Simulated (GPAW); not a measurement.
Runs of GPAW 26.7.0 on Pd. Symmetry: Fm-3m, No. 225, cubic system. The conventional cell has a = 3.893 Å, b = 3.893 Å, c = 3.893 Å, α = 90.00°, β = 90.00°, γ = 90.00°. Pd (site symmetry m-3m) has 12 Pd at 2.75 Å as nearest neighbours. 

```tsv
task	level	potentials or basis	spin	cell	k mesh	eigensolver	optimizer	fmax	max steps	convergence	gap on the mesh (eV)	pressure (GPa)	V0 of scaled cells (Å³/atom)	B0 (GPa)
equation of state	BLYP+D4	PAW data sets generated in the run's folder for this functional, pw	off	as given	9 × 9 × 9	davidson	-	-	-	-	-	-	(b)	166
relaxation of cell and atoms	PBEsol+D3	PAW data sets generated in the run's folder for this functional, pw	off	relaxed	12 × 12 × 12	-	BFGS	0.02 eV/Å	60	density=1e-05 forces=0.0001	none	0.2	-	-
equation of state	BLYP+D3	PAW data sets generated in the run's folder for this functional, pw	off	as given	9 × 9 × 9	davidson	-	-	-	-	-	-	14.85	(a)
equation of state	C09-vdW	GPAW PAW data sets (gpaw-data 1.2.1), pw	off	as given	9 × 9 × 9	-	-	-	-	-	-	-	15.05	187
relaxation of cell and atoms	PBEsol	PAW data sets generated in the run's folder for this functional, pw	off	relaxed to 10 GPa	12 × 12 × 12	-	BFGS	0.02 eV/Å	60	density=1e-05 forces=0.0001	none	10.2	-	-
single point	PBEsol	PAW data sets generated in the run's folder for this functional, pw	off	cell strained at random at fixed volume	12 × 12 × 12	-	-	-	-	-	none	-2.4	-	-
band structure	PBEsol	PAW data sets generated in the run's folder for this functional, pw	SOC, no magnetisation	as given	12 × 12 × 12	-	-	-	-	-	-	-2.5	-	-
relaxation of cell and atoms	PBEsol	PAW data sets generated in the run's folder for this functional, pw	off	relaxed to 5 GPa	12 × 12 × 12	-	BFGS	0.02 eV/Å	60	density=1e-05 forces=0.0001	none	5.1	-	-
```

Alike in all rows: cutoff (eV) 600; smearing fermi-dirac 0.05 eV.

Task: Fill in the values left out.

Result: (a) 178; (b) 15.35.

Caveats: later steps reuse the first step's grids (some runs); pairwise dispersion overbinds metals, which lowers pressure and volume (some runs); the PAW data sets were made with another functional, which shifts forces and pressure a little (some runs); spin-orbit coupling was added after a scalar SCF, so levels and gaps hold it while energy, forces, pressure and moments don't (some runs); this program's spin-orbit splittings come out too wide for heavy elements (some runs).

A k mesh can miss the band edges, and rows without SOC leave out spin-orbit coupling on Pd.

A gap of «none» marks a metal or a gap under the smearing width.

Runs at the PBE level aren't shown here.
